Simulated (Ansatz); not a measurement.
System: TlCl (CsCl type), 2 atoms in the cell.

```xyz
2
Lattice="3.9000 0.0000 0.0000 0.0000 3.9000 0.0000 0.0000 0.0000 3.9000" Properties=species:S:1:pos:R:3 pbc="T T T"
Tl    0.0000    0.0000    0.0000
Cl    1.9500    1.9500    1.9500
```

Method: PBE, plane waves, PAW datasets (generated hard set) (Ansatz 0.2.0 development build).

Cutoff 700 eV; k-mesh 8×8×8 Γ-centred; Fermi–Dirac smearing of 0.1 eV; no spin polarisation; no spin–orbit coupling.

(1) How large is the gap on this mesh, is it direct, and where do the band edges lie (fractions of the reciprocal vectors of this cell)?

(2) List the levels near the gap at (0.000, 0.000, 0.000), (0.000, 0.000, 0.125), (0.000, 0.000, -0.500), (0.000, 0.250, 0.250), (0.000, 0.250, -0.500), in eV from the top of the valence band (v1 is the highest filled band, c1 the lowest empty one).

Results:

(1) 2.20 eV, direct at (0.000, 0.000, -0.500).

(2) 
```tsv
k	v4	v3	v2	v1	c1	c2	c3
(0.000, 0.000, 0.000)	-4.44	-1.30	-1.30	-1.30	7.63	7.63	7.63
(0.000, 0.000, 0.125)	-4.55	-1.24	-1.24	-1.20	6.18	7.48	7.48
(0.000, 0.000, -0.500)	-5.15	-0.91	-0.91	0.00	2.20	6.55	6.55
(0.000, 0.250, 0.250)	-4.65	-2.00	-1.00	-0.41	4.15	5.55	7.18
(0.000, 0.250, -0.500)	-4.60	-1.93	-0.92	-0.89	3.52	5.42	7.20
```

A gap read on the mesh is an upper bound of this method's gap, since the mesh can miss a band edge. Spin–orbit coupling is left out; with heavy elements it can shift the gap and split levels by tenths of an eV. Semilocal functionals give gaps that mostly lie well below measured ones.
